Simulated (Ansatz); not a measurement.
**Alloy series in CuCl**

Start from CuCl in the zinc blende structure (space group F-43m, No. 216).

```xyz
2
Lattice="0.0000 2.6449 2.6449 2.6449 0.0000 2.6449 2.6449 2.6449 0.0000" Properties=species:S:1:pos:R:3 pbc="T T T"
Cu     0.0000     0.0000     0.0000
Cl     1.3224     1.3224     1.3224
```

The other end (x = 1) is FeCl in the zinc blende structure (space group F-43m, No. 216; ferromagnetic; a hypothetical phase, not in the database extracts checked): 17.77 Å³/atom, gap zero; this end may not be an ambient phase.

Fe replaces a fraction x of Cu; each row is one arrangement (x, atoms in the cell, starting space group or random), fully relaxed.

The values are results of PBEsol (Ansatz, an electronic-structure program; PAW; 420 eV plane waves; no spin-orbit coupling), not measurements.

Notes on the quantities. mixing energy: to 0.01 eV only: unlike meshes or grids; against an end that may be hypothetical.

```tsv
case	shortest interatomic distance	largest site moment	mixing energy
base	2.291 Å	0.00 μB	–
x(Fe) = 0.25, 8 atoms, I-42m	2.295 Å	2.58 μB	+0.03 eV/atom
x(Fe) = 0.333, 6 atoms, I-4m2	2.279 Å	2.60 μB	+0.04 eV/atom
x(Fe) = 0.667, 6 atoms, P3m1	2.210 Å	2.97 μB	-0.21 eV/atom
```

These are small ordered cells, not random alloys; other orderings at the same x differ. Whether these cells are dynamically stable was not tested. No Hubbard U is applied and the magnetic state is the run's own (FeCu3Cl4 ferromagnetic; FeCl ferromagnetic; FeCu2Cl3 ferromagnetic; Fe2CuCl3 ferromagnetic); small cells can't hold the antiferromagnetic order that many such compounds have, so gaps and moments can be off. Spin-polarised in the final run: FeCu3Cl4, FeCl, FeCu2Cl3 and Fe2CuCl3; the other runs are not. Under x(Fe) = 0.667, 6 atoms, P3m1 the cell changed shape so far that it is another structure.
